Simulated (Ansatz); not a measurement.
NiO, 2 atoms in the cell. Symmetry: Fm-3m, No. 225, cubic system. Conventional cell: a = 4.172 Å, b = 4.172 Å, c = 4.172 Å, α = 90.00°, β = 90.00°, γ = 90.00°. Around Ni (site symmetry m-3m) lie 6 O at 2.09 Å. O (site symmetry m-3m) is surrounded by 6 Ni at 2.09 Å. 

```yaml
Program: Ansatz 0.2.0
Task: single point
Functional: PBE
Potentials_or_basis: Ansatz PAW
Cutoff: "420 eV (not typed: the program's choice for these potentials)"
k_mesh: 11 × 11 × 11
Occupations: gaussian, width 0.014 eV
Spin: collinear spin, ferromagnetic start
Starting_moments: "[1.0, 0.0] μB"
```

Potentials or basis: Ansatz PAW.

Run with:

```bash
$ ansatz run input.yaml --threads 2 --pin off --max-ram 5632MiB --backend cpu --events-out ev --progress --plain --runs-dir out
```

Hardware: 2 threads of Arm Neoverse V1 (shared host).

**Question.** How long does it take, and how much memory?

**Answer.** Run time: 3.1 s on 2 threads of Arm Neoverse V1, with other jobs on the host, peak memory 0.3 GiB. Counts: scf iterations 14, plane waves 339, k points 56, bands 17.
